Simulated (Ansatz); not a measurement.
## AlNi (Pm-3m), stationary points along a deformation path

Computed with DFT PBE, scalar-relativistic, plane waves, PAW in Ansatz. Settings: plane waves to 420 eV, k-mesh 18×18×18 (Γ-centred), Gaussian smearing 0.15 eV. No spin polarisation. A magnetic state may lie lower. Energies are free energies at this smearing, counted from the undisturbed cell; pressure is positive in compression.

Zero of the scan (as given, not relaxed at this level; it stands at 2.1 GPa, and it needn't be the usual structure):

```yaml
crystal:
  lattice:
    - [2.88100, 0.00000, 0.00000]
    - [0.00000, 2.88100, 0.00000]
    - [0.00000, 0.00000, 2.88100]
  atoms:
    - { symbol: Al, position: [0.00000, 0.00000, 0.00000] }
    - { symbol: Ni, position: [0.50000, 0.50000, 0.50000] }
```

At fixed volume and fractional coordinates, lengths along (0.000, 0.000, 1.000) are scaled against those across it; ρ is that ratio over its starting value. V = 11.956 Å³/atom. Δσ is the stress along the axis less the mean stress across it (compression positive).

```
    ρ  ΔE (meV/atom)  Δσ (GPa) space group
0.707          522.6     85.28       P4/mmm
0.780          207.3     45.41       P4/mmm
0.850           70.2     20.75       P4/mmm
0.920           15.5      8.13       P4/mmm
1.000            0.0      0.00        Pm-3m
1.100           13.2     -5.22       P4/mmm
1.200           42.7     -8.30       P4/mmm
1.300           82.7    -12.08       P4/mmm
1.414          145.1    -19.09       P4/mmm
```

How does the stress give the slope of the energy, and where is the energy stationary?

Along the path d ln(length) is 2/3 d ln ρ on the axis and −1/3 d ln ρ across it, so dE/d ln ρ = −(2/3) V Δσ: the energy falls with ρ where Δσ is positive. Δσ vanishes or changes sign at ρ = 1.000 (Pm-3m), a minimum at 0.0 meV/atom. Pairs of stationary points between two samples would go unseen, and could change a minimum read from distant neighbours into a maximum. At ρ = 1.000 the cell is cubic, where symmetry alone makes the stress isotropic and the slope zero.

Which shear constant sets the curvature at ρ = 1?

For a cubic crystal E/V = (2/3) C (ln ρ)² with C = C′ = (C11 − C12)/2, so Δσ = −2C ln ρ. The parabola of Δσ against ln ρ through ρ = 0.920, 1 and 1.100 gives C ≈ 39 GPa with the ions clamped, rough because the steps are large. It is the stress–strain coefficient at this cell's pressure of 2.1 GPa, not the zero-pressure constant.

Integrate that slope from ρ = 1 to 1.300 by the trapezoid rule.

With V/N in Å³ and 1 eV/Å³ = 160.2 GPa the slopes at ρ = 1.000, 1.100, 1.200, 1.300 are 0, 260, 413, 601 meV/atom per unit of ln ρ. The steps add 12.4 + 29.3 + 40.6 = 82.2 meV/atom, against 82.7 from the energies; the trapezoid rule misses the curvature of the slope within each step.

In a metal these slopes depend on the k mesh and the smearing.